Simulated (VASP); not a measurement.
Write the native input for VASP 6.6.1 that does the following.

- Task: single point
- Functional: PBE
- Dispersion: D3(BJ)
- Potentials or basis: VASP PAW PBE potentials, release 64 (Se)
- Cutoff: 520 eV
- k mesh: 22 × 22 × 22
- Occupations: gaussian, width 0.15 eV
- Spin: no spin polarisation
- Dipole correction: no
- Further INCAR settings: ALGO = Fast; EDIFF = 1e-06; NBANDS = 9

The structure of Se lies in POSCAR:

```
Se
1.0
   -1.7982748160      1.7982748160      1.5285335936
    1.7982748160     -1.7982748160      1.5285335936
    1.7982748160      1.7982748160     -1.5285335936
Se
1
Direct
    0.0000000000      0.0000000000      0.0000000000
```

This isn't the form of Se at room conditions, which is trigonal, of chains.

One way to write it, as run:

INCAR

```
SYSTEM = Se
PREC = Accurate
ENCUT = 520
EDIFF = 1E-6
ISMEAR = 0
SIGMA = 0.15
LREAL = .FALSE.
LASPH = .TRUE.
NELM = 60
ALGO = Fast
ISIF = 2
LWAVE = .FALSE.
LCHARG = .FALSE.
GGA = PE
IVDW = 12
NBANDS = 9
```

KPOINTS

```
regular mesh
0
G
  22 22 22
  0 0 0
```

Potentials or basis: VASP PAW PBE potentials, release 64 (Se).

Command:

```sh
$ cat potpaw_PBE.64/Se/POTCAR > POTCAR
$ mpirun -np 1 vasp_std > vasp.out
```

It gave:

```yaml
Pressure: -0.5 GPa
Band_gap_on_the_k_mesh: none (metal or under the smearing width)
Dispersion_energy_per_atom: -0.440 eV
```

Caveat: pairwise dispersion overbinds metals, which lowers pressure and volume.

Wall time 54 s on 1 thread of AMD EPYC 9R45 (Zen 5), on a shared host, peak memory 0.23 GiB.
